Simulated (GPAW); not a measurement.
# AlN (F-43m) in GPAW: single point with PBE

Aim: the single point of AlN with PBE.

Everything below comes from runs of GPAW 26.7.0. Logs are shortened: lines on timing, memory, paths and dates and some standing lists are left out, and cuts for length are marked. The log counts tension as positive stress, the text compression.

### Step 1. Starting point

The structure is cubic, space group F-43m (No. 216). The conventional cell has a = 4.368 Å, b = 4.368 Å, c = 4.368 Å, α = 90.00°, β = 90.00°, γ = 90.00°. Al (site symmetry -43m) is surrounded by 4 N at 1.89 Å. N (site symmetry -43m) has 4 Al at 1.89 Å as nearest neighbours.

Measurements of this composition are mostly on another form, of space group No. 186.

### Step 2. Single point, PBE

run.py reads:

```python
from ase import Atoms
from ase.dft.bandgap import bandgap
from ase.io import write
from ase.units import GPa
from gpaw import GPAW, PW

atoms = Atoms(['Al', 'N'],
              cell=[[0.0, 2.1839935596, 2.1839935596],
                    [2.1839935596, 0.0, 2.1839935596],
                    [2.1839935596, 2.1839935596, 0.0]],
              scaled_positions=[[0.0, 0.0, 0.0],
                                [0.25, 0.25, 0.25]],
              pbc=True)

calc = GPAW(mode=PW(600),
            xc='PBE',
            kpts={'size': (8, 8, 8), 'gamma': True},
            occupations={'name': 'fermi-dirac', 'width': 0.05},
            nbands=11,
            maxiter=120,
            txt='gpaw.txt')
atoms.calc = calc
energy = atoms.get_potential_energy()
forces = atoms.get_forces()
stress = atoms.get_stress()
calc.write('gs.gpw')
write('result.traj', atoms)
print(f'Energy: {energy:.6f} eV')
print('Forces (eV/A):')
print(forces.round(4))
print('Stress (GPa):', (stress / GPa).round(3))
print('Fermi level:', round(calc.get_fermi_level(), 4), 'eV')
print(f'Gap: {bandgap(calc)[0]:.4f} eV, direct: {bandgap(calc, direct=True)[0]:.4f} eV')
```

Potentials or basis: GPAW PAW data sets (gpaw-data 1.2.1), pw.

Command:

```sh
OMP_NUM_THREADS=1 python run.py
```

gpaw.txt:

```text
__  _  _
 | _ |_)|_||  |
 |__||  | ||/\| - 26.7.0

Input parameters:
  mode=PW(ecut=600.0),
  kpts=MonkhorstPack(size=(8, 8, 8), gamma=True),
  maxiter=120,
  nbands=11,
  occupations=Occupations(name='fermi-dirac', width=0.05),
  xc=XC(name='PBE')

Diagonalizing LCAO Hamiltonian
Converting LCAO to pw mode

           N
       Al

Atoms  # Å, Bohr magnetons
|   | symbol |        x |        y |        z |    initial magnetic moments |
|---|--------|----------|----------|----------|-----------------------------|
| 0 |     Al | 0.000000 | 0.000000 | 0.000000 | ( 0.0000,  0.0000,  0.0000) |
| 1 |      N | 1.091997 | 1.091997 | 1.091997 | ( 0.0000,  0.0000,  0.0000) |

Unit cell  # Å
| periodic |        x |        y |        z |  lengths |    angles |
|----------|----------|----------|----------|----------|-----------|
|      yes | 0.000000 | 2.183994 | 2.183994 | 3.088633 | 60.000000 |
|      yes | 2.183994 | 0.000000 | 2.183994 | 3.088633 | 60.000000 |
|      yes | 2.183994 | 2.183994 | 0.000000 | 3.088633 | 60.000000 |

Number of symmetries: 24
Symmetry operations  # r_c * U_cc + t_c -> r_c
|    | kind |            matrix            |
|----|------|------------------------------|
|  0 |  E   |  1, 0, 0,  0, 1, 0,  0, 0, 1 |
|  1 |  σ   |  1, 0, 0,  0, 0, 1,  0, 1, 0 |
|  2 |  σ   |  1, 0,-1,  0, 1,-1,  0, 0,-1 |
|  3 |  C3  |  1, 0,-1,  0, 0,-1,  0, 1,-1 |
|  4 |  C3  |  1,-1, 0,  0,-1, 1,  0,-1, 0 |
|  5 |  σ   |  1,-1, 0,  0,-1, 0,  0,-1, 1 |
|  6 |  σ   |  0, 1, 0,  1, 0, 0,  0, 0, 1 |
|  7 |  C3  |  0, 1, 0,  0, 0, 1,  1, 0, 0 |
|  8 |  C2  |  0, 1,-1,  1, 0,-1,  0, 0,-1 |
|  9 |  S4  |  0, 1,-1,  0, 0,-1,  1, 0,-1 |
| 10 |  C3  |  0, 0, 1,  1, 0, 0,  0, 1, 0 |
| 11 |  σ   |  0, 0, 1,  0, 1, 0,  1, 0, 0 |
| 12 |  S4  |  0, 0,-1,  1, 0,-1,  0, 1,-1 |
| 13 |  C3  |  0, 0,-1,  0, 1,-1,  1, 0,-1 |
| 14 |  S4  |  0,-1, 1,  1,-1, 0,  0,-1, 0 |
| 15 |  C2  |  0,-1, 1,  0,-1, 0,  1,-1, 0 |
| 16 |  C3  |  0,-1, 0,  1,-1, 0,  0,-1, 1 |
| 17 |  S4  |  0,-1, 0,  0,-1, 1,  1,-1, 0 |
| 18 |  S4  | -1, 1, 0, -1, 0, 1, -1, 0, 0 |
| 19 |  C3  | -1, 1, 0, -1, 0, 0, -1, 0, 1 |
| 20 |  C3  | -1, 0, 1, -1, 1, 0, -1, 0, 0 |
| 21 |  S4  | -1, 0, 1, -1, 0, 0, -1, 1, 0 |
| 22 |  σ   | -1, 0, 0, -1, 1, 0, -1, 0, 1 |
| 23 |  C2  | -1, 0, 0, -1, 0, 1, -1, 1, 0 |

BZ-sampling:
  Number of BZ points: 512
  Number of IBZ points: 29

  Monkhorst-Pack size: [8, 8, 8]
  Monkhorst-Pack shift: [0.0625, 0.0625, 0.0625]

K-points  # in reciprocal-cell coordinates
|     |                                coordinates |     weight |
|-----|--------------------------------------------|------------|
|   0 | (  0.00000000,   0.00000000,   0.00000000) | 0.00195312 |
|   1 | (  0.12500000,   0.12500000,   0.00000000) | 0.01171875 |
|   2 | (  0.12500000,   0.12500000,   0.12500000) | 0.01562500 |
|   3 | (  0.25000000,   0.12500000,   0.12500000) | 0.02343750 |
|   4 | (  0.25000000,   0.25000000,   0.00000000) | 0.01171875 |
|   5 | (  0.25000000,   0.25000000,   0.12500000) | 0.04687500 |
|   6 | (  0.25000000,   0.25000000,   0.25000000) | 0.01562500 |
|   7 | (  0.37500000,   0.25000000,  -0.37500000) | 0.04687500 |
|   8 | (  0.37500000,   0.25000000,   0.12500000) | 0.04687500 |
|   9 | (  0.37500000,   0.25000000,   0.25000000) | 0.04687500 |
| ... |                                            |            |
|  28 | (  0.50000000,   0.50000000,   0.50000000) | 0.00781250 |

Plane wave coefficients: 725
Cutoff: 600.0 eV

Spin-components: 1 (collinear spins)
Bands:           11
Projectors:      10
Spin-degeneracy: 2
Datatype:        complex128

Parallelization:
  kpt:    1
  domain: 1
  band:   1

Density:
  Valence electrons: 8.0
  Components: 1
  Grid points: [18 18 18]
  Charge: 0.0  # |e|

Potential:
  Grid points: [18 18 18]

species:
  Al:
    name:    Aluminium
    Z:       13.0
    valence: 3
    core:    10
    charge:  0.0  # [|e|]
    compensation charges:
      type: gauss
      rc: 0.34  # [Å]
      lmax: 2
    cutoffs:
      filter: 1.91  # [Å]
      core: 2.36  # [Å]
    projectors
    | kind |    occ | energy [eV] | rcut [Å] |
    |------|--------|-------------|----------|
    |   3s |  2.000 |      -7.753 |    1.085 |
    |   3p |  1.000 |      -2.712 |    1.085 |
    |    s |        |      19.459 |    1.085 |
    |    p |        |      24.499 |    1.085 |
    |    d |        |       0.000 |    1.085 |

    Using partial waves for Al as LCAO basis

  N:
    name:    Nitrogen
    Z:       7.0
    valence: 5
    core:    2
    charge:  0.0  # [|e|]
    compensation charges:
      type: gauss
      rc: 0.18  # [Å]
      lmax: 2
    cutoffs:
      filter: 1.11  # [Å]
      core: 0.96  # [Å]
    projectors
    | kind |    occ | energy [eV] | rcut [Å] |
    |------|--------|-------------|----------|
    |   2s |  2.000 |     -18.583 |    0.603 |
    |   2p |  3.000 |      -7.089 |    0.529 |
    |    s |        |       8.629 |    0.603 |
    |    p |        |      20.123 |    0.529 |
    |    d |        |       0.000 |    0.577 |

    Using partial waves for N as LCAO basis

Reference energy: -8085.144769  # eV

eigensolver:
  PPCG
  Converge bands: occupied
  niter=2

density mixing:
  MSR1-Mixer
  Pratt-step length: 0.05
  Maximum mixing coefficient: 0.75
  Old densities: 10
  SVD Regularization: 0.005
  Good broyden scale: 1.0
  Trust region scale: 1.0
  Backstep threshold: 4.0
  History deletion threshold: 6.0
  Fourier metric: weight=20.0, sigma=0.015

occupation numbers:
  Fermi-Dirac:
    width: 0.0500  # eV

poisson solver:
  ecut: 4800.0  # eV

xc functional:
  name: PBE with 2 nearest neighbor stencil

convergence criteria:
- Maximum [total energy] change in last 3 cyles: 0.0005 eV / valence electron
- Maximum integral of absolute [dens]ity change: 0.0001 electrons / valence electron
- Maximum integral of absolute [eigenst]ate change: 4e-08 eV^2 / valence electron
maximum number of iterations: 120

SCF iterations
|iter     | |      energy | eigst |  dens |
|---------|-|-------------|-------|-------|
|iter:   1| |  -16.608926 | -0.30 |       |
|iter:   2| |  -16.095961 | -2.25 | -0.55 |
|iter:   3| |  -14.621468 | -0.92 | -0.60 |
|iter:   4| |  -14.632483 | -3.05 | -1.25 |
|iter:   5| |  -14.638658 | -3.41 | -1.54 |
|iter:   6| |  -14.638714 | -5.44 | -2.76 |
|iter:   7| |  -14.638727c| -6.38 | -3.13 |
|iter:   8| |  -14.638727c| -8.61c| -4.41c|

Converged in 8 steps
Energy contributions relative to reference atoms: (reference = -8085.144769)

Energy contributions:
  Kinetic:          16.825895
  Coulomb:         -14.213962
  Zero:             -0.019458
  External:          0.000000
  Xc:              -17.231201
  Entropy:          -0.000000
  Spinorbit:         0.000000
  ----------------------------
  Free energy:     -14.638727
  Extrapolated:    -14.638727

dipole moment: (-8.597701, -8.597701, -8.597701)  # |e|*Ang

Fermi level: 6.985
Eigenvalues  # (at kpt = [0.000, 0.000, 0.000])
| band index |      eig [eV] | occ [0-2] |
|------------|---------------|-----------|
|          0 |        -9.020 |     2.000 |
|          1 |         5.984 |     2.000 |
|          2 |         5.984 |     2.000 |
|          3 |         5.984 |     2.000 |
|          4 |        10.168 |     0.000 |
|          5 |        18.548 |     0.000 |
|          6 |        18.548 |     0.000 |
|          7 |        18.548 |     0.000 |
|          8 |        23.698 |     0.000 |
|          9 |        23.710 |     0.000 |
|         10 |        25.111 |     0.000 |

Gap: 3.306 eV
Transition (v -> c):
  (s=0, k=0, n=3, [0.00, 0.00, 0.00]) -> (s=0, k=24, n=4, [0.50, 0.50, 0.00])
Direct/indirect transitions are different
Direct gap: 4.185 eV
Transition at: (s=0, k=0, n=3, [0.00, 0.00, 0.00])

Forces  # eV/Ang
|       x |        y |        z |
|---------|----------|----------|
| 0.00000 | -0.00000 |  0.00000 |  # Al   0
| 0.00000 | -0.00000 | -0.00000 |  # N    1

Stress tensor  # eV/Ang^3
|         x |         y |         z |
|-----------|-----------|-----------|
|  0.003106 | -0.000000 | -0.000000 |
| -0.000000 |  0.003106 | -0.000000 |
| -0.000000 | -0.000000 |  0.003106 |

# Writing to gs.gpw (mode='')
```

It took 4.9 s on 1 thread of Arm Neoverse V2, shared host; peak memory 0.15 GiB.

What came out:

```yaml
Free_energy: -14.6387 eV
Pressure: -0.5 GPa
Band_gap_on_the_k_mesh: 3.31 eV, indirect (least direct gap 4.18 eV)
```

Caveat: the cutoff is short for stress and forces, so pressures can be off by a GPa or more. A hybrid or GW would open this gap; PBE tends to underestimate it.
